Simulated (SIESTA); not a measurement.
The system is ZnSe (Stilleite).

```xyz
2
Lattice="0.0000 2.8338 2.8338 2.8338 0.0000 2.8338 2.8338 2.8338 0.0000" Properties=species:S:1:pos:R:3 pbc="T T T"
Se    4.2507    4.2507    4.2507
Zn    0.0000    0.0000    0.0000
```

Base run:

| Item | Value |
| --- | --- |
| Program | SIESTA 5.4.2 |
| Functional | RPBE |
| Potentials or basis | PseudoDojo 0.4 standard (PBE files) |
| Basis | DZP (energy shift 0.003 Ry; two zetas on semicore shells) |
| Grid cutoff | 800 Ry |
| Energy shift | 0.003 Ry |
| k mesh | 8 × 8 × 8 |
| Occupations | fermi-dirac, width 0.05 eV |
| Spin | no spin polarisation |

Its results: band gap on the k mesh 1.78 eV, direct; pressure 5.2 GPa.

Problem. The run is repeated on the same cell with these changes: functional from RPBE to vdW-DF-cx. What comes out?

Solution. Band gap on the k mesh 1.52 eV, direct; pressure 0.3 GPa.

Caveats: short orbitals over semicore shells can move pressures by several GPa; the valence orbitals were made in a potential fitted to the semicore shell under them, which widens gaps by tenths of an eV or more; the potentials were made for another functional, which shifts forces and pressure; the basis of atomic orbitals isn't converged, which shifts pressures, moduli and gaps.
